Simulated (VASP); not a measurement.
# Zn15GaO16 (a cell with a defect) (zincite) in VASP: single point with PBE

Aim: the single point of Zn15GaO16 (a cell with a defect) (zincite) with PBE.

Everything below comes from runs of VASP 6.6.1. Logs are shortened: lines on timing, memory, paths and dates and some standing lists are left out, and cuts for length are marked.

## (1) The crystal as given

The cell holds a defect, 32 atoms: a = 6.499 Å, b = 6.499 Å, c = 10.411 Å, α = 90.00°, β = 90.00°, γ = 120.00°.

## (2) Single point, PBE

Input file INCAR:

```
SYSTEM = Zn15GaO16
PREC = Accurate
ENCUT = 520
EDIFF = 1E-6
ISMEAR = -1
SIGMA = 0.01
LREAL = Auto
LASPH = .TRUE.
NELM = 100
ALGO = Fast
ISIF = 2
LWAVE = .FALSE.
LCHARG = .FALSE.
GGA = PE
NELECT = 288.0
NBANDS = 166
```

Input file KPOINTS:

```
regular mesh
0
G
  3 3 2
  0 0 0
```

Input file POSCAR:

```
Zn15GaO16
1.0
    6.4986160000      0.0000000000      0.0000000000
   -3.2493080000      5.6279665454      0.0000000000
    0.0000000000      0.0000000000     10.4114180000
Ga Zn O
1 15 16
Direct
    0.1666666667      0.3333333333      0.2494423617
    0.1666666667      0.3333333333      0.7501899202
    0.1619973140      0.8309986570      0.2507336909
    0.1669293109      0.8334646554      0.7497122080
    0.6690013430      0.3380026860      0.2507336909
    0.6665353446      0.3330706891      0.7497122080
    0.6690013430      0.8309986570      0.2507336909
    0.6665353446      0.8334646554      0.7497122080
    0.3334005252      0.1665994748     -0.0040836920
    0.3350038551      0.1649961449      0.5011455376
    0.3334005252      0.6668010505     -0.0040836920
    0.3350038551      0.6700077102      0.5011455376
    0.8331989495      0.1665994748     -0.0040836920
    0.8299922898      0.1649961449      0.5011455376
    0.8333333333      0.6666666667     -0.0033711393
    0.8333333333      0.6666666667      0.5021987011
    0.3262663871      0.1737336129      0.1928641824
    0.3328011543      0.1671988457      0.6896300346
    0.3262663871      0.6525327742      0.1928641824
    0.3328011543      0.6656023086      0.6896300346
    0.8474672258      0.1737336129      0.1928641824
    0.8343976914      0.1671988457      0.6896300346
    0.8333333333      0.6666666667      0.1880095821
    0.8333333333      0.6666666667      0.6914982654
    0.1666666667      0.3333333333      0.4300135105
    0.1666666667      0.3333333333      0.9419467871
    0.1663491379      0.8331745689      0.4389805202
    0.1679691547      0.8339845773      0.9417348553
    0.6668254311      0.3336508621      0.4389805202
    0.6660154227      0.3320308453      0.9417348553
    0.6668254311      0.8331745689      0.4389805202
    0.6660154227      0.8339845773      0.9417348553
```

Potentials or basis: VASP PAW PBE potentials, release 64 (Ga_d, Zn, O).

Launch:

```console
$ cat potpaw_PBE.64/Ga_d/POTCAR potpaw_PBE.64/Zn/POTCAR potpaw_PBE.64/O/POTCAR > POTCAR
$ mpirun -np 1 vasp_std > vasp.out
```

OUTCAR:

```text
SYSTEM = Zn15GaO16
   PREC = Accurate
   ENCUT = 520
   EDIFF = 1E-6
   ISMEAR = -1
   LREAL = Auto
   LASPH = .TRUE.
   NELM = 100
   ISIF = 2
   GGA = PE
   NELECT = 288.0

 ion  position               nearest neighbor table
   1  0.167  0.333  0.249-  25 1.88  17 1.89  19 1.89  21 1.89
   2  0.167  0.333  0.750-  18 1.97  20 1.97  22 1.97  26 2.00
   3  0.162  0.831  0.251-  27 1.96  23 1.96  17 2.02  19 2.02
   4  0.167  0.833  0.750-  24 1.97  20 1.98  18 1.98  28 2.00
   5  0.669  0.338  0.251-  29 1.96  23 1.96  17 2.02  21 2.02
   6  0.667  0.333  0.750-  24 1.97  22 1.98  18 1.98  30 2.00
[... 24 lines left out ...]
  31  0.667  0.833  0.439-   7 1.96  14 1.98  12 1.98  16 1.99
  32  0.666  0.834  0.942-  13 1.96  11 1.96  15 1.97   8 2.00

  LATTYP: Found a hexagonal cell.
 ALAT       =     6.4986160000
 C/A-ratio  =     1.6020977390

  Lattice vectors:

 A1 = (   6.4986160000,   0.0000000000,   0.0000000000)
 A2 = (  -3.2493080000,   5.6279665454,   0.0000000000)
 A3 = (   0.0000000000,   0.0000000000,  10.4114180000)

Analysis of symmetry for initial positions (statically):
=====================================================================
 Subroutine PRICEL returns:
 Original cell was already a primitive cell.

 Routine SETGRP: Setting up the symmetry group for a
 hexagonal supercell.

 Subroutine GETGRP returns: Found  6 space group operations
 (whereof  2 operations were pure point group operations)
 out of a pool of 24 trial point group operations.

The static configuration has the point symmetry C_1h.
 The point group associated with its full space group is C_3v.

Analysis of symmetry for dynamics (positions and initial velocities):
=====================================================================
 Subroutine PRICEL returns:
 Original cell was already a primitive cell.

 Routine SETGRP: Setting up the symmetry group for a
 hexagonal supercell.

 Subroutine GETGRP returns: Found  6 space group operations
 (whereof  2 operations were pure point group operations)
 out of a pool of 24 trial point group operations.

The dynamic configuration has the point symmetry C_1h.
 The point group associated with its full space group is C_3v.

 Subroutine INISYM returns: Found  6 space group operations
 (whereof  2 operations are pure point group operations),
 and found     1 'primitive' translations

----------------------------------------------------------------------------------------

                                     Primitive cell

  volume of cell :     380.7871

  direct lattice vectors                    reciprocal lattice vectors
     6.498616000  0.000000000  0.000000000     0.153878918  0.088842035  0.000000000
    -3.249308000  5.627966545  0.000000000     0.000000000  0.177684070  0.000000000
     0.000000000  0.000000000 10.411418000     0.000000000  0.000000000  0.096048396

  length of vectors
     6.498616000  6.498616000 10.411418000     0.177684070  0.177684070  0.096048396

  position of ions in fractional coordinates (direct lattice)
     0.166666667  0.333333333  0.249442362
     0.166666667  0.333333333  0.750189920
     0.161997314  0.830998657  0.250733691
     0.166929311  0.833464655  0.749712208
     0.669001343  0.338002686  0.250733691
     0.666535345  0.333070689  0.749712208
[... 24 lines left out ...]
     0.666825431  0.833174569  0.438980520
     0.666015423  0.833984577  0.941734855

  ion indices of the primitive-cell ions
   primitive index   ion index
                 1           1
                 2           2
                 3           3
                 4           4
                 5           5
                 6           6
[... 24 lines left out ...]
                31          31
                32          32

----------------------------------------------------------------------------------------

 KPOINTS: regular mesh

Automatic generation of k-mesh.
 Grid dimensions read from file:
 generate k-points for:    3    3    2

 Generating k-lattice:

  Cartesian coordinates                     Fractional coordinates (reciprocal lattice)
     0.051292973  0.029614012  0.000000000     0.333333333  0.000000000  0.000000000
     0.000000000  0.059228023  0.000000000     0.000000000  0.333333333  0.000000000
     0.000000000  0.000000000  0.048024198     0.000000000  0.000000000  0.500000000

  Length of vectors
     0.059228023  0.059228023  0.048024198

  Shift w.r.t. Gamma in fractional coordinates (k-lattice)
     0.000000000  0.000000000  0.000000000

 Subroutine IBZKPT returns following result:
 ===========================================

 Found      6 irreducible k-points:

 Following reciprocal coordinates:
            Coordinates               Weight
  0.000000  0.000000  0.000000      1.000000
  0.333333 -0.000000  0.000000      6.000000
  0.333333  0.333333  0.000000      2.000000
  0.000000  0.000000  0.500000      1.000000
  0.333333 -0.000000  0.500000      6.000000
  0.333333  0.333333  0.500000      2.000000
   k-points           NKPTS =      6   k-points in BZ     NKDIM =      6   number of bands    NBANDS=    166
   number of dos      NEDOS =    301   number of ions     NIONS =     32
   total plane-waves  NPLWV = 184320
   dimension x,y,z NGX =    48 NGY =   48 NGZ =   80
   dimension x,y,z NGXF=    96 NGYF=   96 NGZF=  160
   ions per type =               1  15  16
   NGX,Y,Z   is equivalent  to a cutoff of  12.28, 12.28, 12.77 a.u.
   NGXF,Y,Z  is equivalent  to a cutoff of  24.56, 24.56, 25.55 a.u.
 SYSTEM =  Zn15GaO16
   PREC   = accura    normal or accurate (medium, high low for compatibility)
   ISTART =      0    job   : 0-new  1-cont  2-samecut
   ICHARG =      2    charge: 1-file 2-atom 10-const
   ISPIN  =      1    spin polarized calculation?
   LNONCOLLINEAR =      F non collinear calculations
   LSORBIT =      F    spin-orbit coupling
   LASPH  =      T    aspherical Exc in radial PAW
   ENCUT  =  520.0 eV  38.22 Ry    6.18 a.u.  12.08 12.08 19.36*2*pi/ulx,y,z
   NELM   =    100;   NELMIN=  2; NELMDL= -5     # of ELM steps
   EDIFF  = 0.1E-05   stopping-criterion for ELM
   LREAL  =      T    real-space projection
   EDIFFG = 0.1E-04   stopping-criterion for IOM
   NSW    =      0    number of steps for IOM
   IBRION =     -1    ionic relax: 0-MD 1-quasi-New 2-CG
   NFREE  =      0    steps in history (QN), initial steepest desc. (CG)
   ISIF   =      2    stress and relaxation
   ISYM   =      2    0-nonsym 1-usesym 2-fastsym
   POTIM  = 0.5000    time-step for ionic-motion
   TEBEG  =    0.0;   TEEND  =   0.0 temperature during run
   PSTRESS=    0.0 pullay stress
   NELECT =     288.0000    total number of electrons
   NUPDOWN=      -1.0000    fix difference up-down
   EMIN   =  10.00;   EMAX   =-10.00  energy-range for DOS
   EFERMI =   0.00;   METHOD = LEGACY
   ISMEAR =    -1;   SIGMA  =   0.01  broadening in eV -4-tet -1-fermi 0-gaus
   EFERMI_NEDOS =   21; number of points for ismear=-14 and -15
   IALGO  =     68    algorithm
   IMIX   =      4    mixing-type and parameters
     AMIX     =   0.40;   BMIX     =  1.00
     AMIX_MAG =   1.60;   BMIX_MAG =  1.00
  volume/ion in A,a.u.               =      11.90        80.30
  Fermi-wavevector in a.u.,A,eV,Ry     =   1.491574  2.818667 30.270160  2.224794
  Thomas-Fermi vector in A             =   2.604212
   LORBIT       =      0    0 simple, 1 ext, 2 COOP (PROOUT), +10 PAW based schemes
   GGA     = PE    functional components
   LHFCALC =     F    Hartree Fock is set to
   AEXX    =    0.0000 exact exchange contribution
   IVDW    =     0    specifies the selected vdW correction
   LEPSILON=     F    determine dielectric tensor
   LRPA    =     F    only Hartree local field effects (RPA)
 non-spin polarized calculation
 RMM-DIIS sequential band-by-band and
  energy-cutoff  :      520.00
  volume of cell :      380.79
 maximum number of plane-waves:     10266
   NGX = 25   NGY = 25   NGZ = 39

 number of electron     288.0000181 magnetization

 Free energy of the ion-electron system (eV)
  ---------------------------------------------------
  ext. energy  EPLUGINS =         0.00000000
  ---------------------------------------------------
  free energy    TOTEN  =      -147.83336040 eV

  energy without entropy =     -147.83336040  energy(sigma->0) =     -147.83336040

 E-fermi :   1.7348     XC(G=0): -10.8928

 val. band max:        1.4336265222   @ k =   0.0000   0.0000   0.0000
 cond. band min:       2.0838141134   @ k =   0.0000   0.0000   0.0000
 fundamental gap:      0.6501875913
 Fermi energy:         1.7348253391

 k-point     1 :       0.0000    0.0000    0.0000
  band No.  band energies     occupation
      1     -17.1199      2.00000
      2     -16.6290      2.00000
      3     -16.6290      2.00000
      4     -16.6160      2.00000
      5     -16.4053      2.00000
      6     -16.1773      2.00000
[... 148 lines left out ...]
    155       7.1999      0.00000
    156       7.2142      0.00000

 k-point     2 :       0.3333   -0.0000    0.0000
  band No.  band energies     occupation
      1     -17.0239      2.00000
      2     -16.7201      2.00000
      3     -16.6312      2.00000
      4     -16.5751      2.00000
      5     -16.3027      2.00000
      6     -16.1481      2.00000
[... 148 lines left out ...]
    155       7.5873      0.00000
    156       7.6292      0.00000

 k-point     3 :       0.3333    0.3333    0.0000
  band No.  band energies     occupation
      1     -16.9495      2.00000
      2     -16.7682      2.00000
      3     -16.6566      2.00000
      4     -16.5560      2.00000
      5     -16.2120      2.00000
      6     -16.1112      2.00000
[... 148 lines left out ...]
    155       8.7005      0.00000
    156       8.7804      0.00000

 k-point     4 :       0.0000    0.0000    0.5000
  band No.  band energies     occupation
      1     -17.1136      2.00000
      2     -16.6459      2.00000
      3     -16.6289      2.00000
      4     -16.6289      2.00000
      5     -16.3789      2.00000
      6     -16.2035      2.00000
[... 148 lines left out ...]
    155       7.6124      0.00000
    156       7.7750      0.00000

 k-point     5 :       0.3333   -0.0000    0.5000
  band No.  band energies     occupation
      1     -17.0198      2.00000
      2     -16.7194      2.00000
      3     -16.6311      2.00000
      4     -16.5872      2.00000
      5     -16.2901      2.00000
      6     -16.1879      2.00000
[... 148 lines left out ...]
    155       7.7799      0.00000
    156       7.9912      0.00000

 k-point     6 :       0.3333    0.3333    0.5000
  band No.  band energies     occupation
      1     -16.9473      2.00000
      2     -16.7667      2.00000
      3     -16.6556      2.00000
      4     -16.5613      2.00000
      5     -16.1792      2.00000
      6     -16.1346      2.00000
[... 148 lines left out ...]
    155       7.9876      0.00000
    156       8.0512      0.00000
 [bands above 156 left out]

------------------------ aborting loop because EDIFF is reached ----------------------------------------

  FORCE on cell =-STRESS in cart. coord.  units (eV):
  Direction    XX          YY          ZZ          XY          YZ          ZX
  --------------------------------------------------------------------------------------
  -------------------------------------------------------------------------------------
  Total        5.0985202      5.0985202      6.5366481      0.0000000      0.0000000     -0.0000000
  in kB       21.4522310     21.4522310     27.5032122      0.0000000      0.0000000     -0.0000000
  external PRESSURE =      23.4692247 kB  Pullay stress =       0.0000000 kB

 VOLUME and BASIS-vectors are now :
 -----------------------------------------------------------------------------
  energy-cutoff  :      520.00
  volume of cell :      380.79
      direct lattice vectors                 reciprocal lattice vectors
     6.498616000  0.000000000  0.000000000     0.153878918  0.088842035  0.000000000
    -3.249308000  5.627966545  0.000000000     0.000000000  0.177684070  0.000000000
     0.000000000  0.000000000 10.411418000     0.000000000  0.000000000  0.096048396

 POSITION                                       TOTAL-FORCE (eV/Angst)
 -----------------------------------------------------------------------------------
      0.00000      1.87599      2.59705         0.000000      0.000000      0.001720
      0.00000      1.87599      7.81054         0.000000      0.000000      0.009149
     -1.64741      4.67683      2.61049         0.012029      0.006945      0.000789
     -1.62337      4.69071      7.80557         0.000547      0.000316     -0.010230
      3.24931      1.90227      2.61049         0.000000     -0.013890      0.000789
      3.24931      1.87451      7.80557         0.000000     -0.000632     -0.010230
[... 24 lines left out ...]
      1.62620      4.68908      4.57041         0.002021     -0.001167      0.003683
      1.61831      4.69364      9.80480        -0.000366      0.000211      0.007399
 -----------------------------------------------------------------------------------
    total drift:                                0.000014     -0.000007     -0.044552

  FREE ENERGIE OF THE ION-ELECTRON SYSTEM (eV)
  ---------------------------------------------------
  free  energy   TOTEN  =      -147.8333603967 eV

  energy  without entropy=     -147.8333603967  energy(sigma->0) =     -147.83336040
```

Wall time 9.3 min (1 thread of AMD EPYC 9R14 (Zen 4), shared host); peak memory 0.55 GiB.

Results:

```yaml
Free_energy: -147.8334 eV
Largest_force: 0.025 eV/Å
Band_gap_on_the_k_mesh: 0.65 eV, direct
```

Forces in eV/Å, atoms in the order of the input:
```
Ga   0.000  0.000  0.002
Zn   0.000  0.000  0.009
Zn   0.012  0.007  0.001
Zn   0.001  0.000 -0.010
Zn   0.000 -0.014  0.001
Zn   0.000 -0.001 -0.010
Zn  -0.012  0.007  0.001
Zn  -0.001  0.000 -0.010
Zn  -0.005  0.003  0.009
Zn  -0.009  0.005 -0.004
Zn   0.000 -0.005  0.009
Zn   0.000 -0.010 -0.004
Zn   0.005  0.003  0.009
Zn   0.009  0.005 -0.004
Zn   0.000  0.000  0.005
Zn   0.000  0.000 -0.010
O   -0.006  0.004 -0.012
O    0.004 -0.002  0.007
O    0.000 -0.007 -0.012
O    0.000  0.004  0.007
O    0.006  0.004 -0.012
O   -0.004 -0.002  0.007
O    0.000  0.000 -0.024
O    0.000  0.000  0.025
O    0.000  0.000 -0.011
O    0.000  0.000 -0.004
O   -0.002 -0.001  0.004
O    0.000  0.000  0.007
O    0.000  0.002  0.004
O    0.000  0.000  0.007
O    0.002 -0.001  0.004
O    0.000  0.000  0.007
```

Levels at points of the mesh, in eV from the valence-band top:
| k point | band 140 | band 141 | band 142 | band 143 | band 144 | band 145 | band 146 | band 147 | band 148 | band 149 |
| --- | --- | --- | --- | --- | --- | --- | --- | --- | --- | --- |
| (0.00, 0.00, 0.00) | -0.37 | -0.37 | -0.22 | 0.00 | 0.00 | 0.65 | 3.19 | 3.43 | 4.95 | 5.30 |
| (0.00, 0.00, 0.50) | -0.62 | -0.29 | -0.29 | -0.02 | -0.02 | 1.69 | 1.89 | 4.30 | 4.75 | 5.10 |

Caveat: the cell carries a net charge on a neutralising background, which shifts energy and pressure; the cell is charged against a uniform background, so pressure and absolute levels hang on convention.
